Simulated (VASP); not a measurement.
A run of VASP 6.6.1 is set up as follows.

INCAR

```
PREC = Accurate
ENCUT = 700
EDIFF = 1E-6
ISMEAR = 1
SIGMA = 0.1
LREAL = False
LASPH = True
NELM = 60
ALGO = Normal
ISIF = 2
LWAVE = False
LCHARG = True
GGA = PE
LVHAR = True
```

KPOINTS

```
regular mesh
0
Gamma
  18 18 18
```

Contents of POSCAR:

```
Ag                                      
1.0
   -0.0000000000      2.0731190404      2.0731190404
    2.0731190404     -0.0000000000      2.0731190404
    2.0731190404      2.0731190404      0.0000000000
  Ag            
     1
Direct
     0.0000000000000000    0.0000000000000000    0.0000000000000000
```

Potentials or basis: VASP PAW PBE potentials, release 64 (Ag).

Command:

```console
$ cat potpaw_PBE.64/Ag/POTCAR > POTCAR
$ mpirun -np 1 vasp_std > vasp.out
```

(1) Estimate the band gap on the k mesh.

(2) Predict the pressure.

## Answers

(1) none (metal or under the smearing width).

(2) 0.0 GPa.
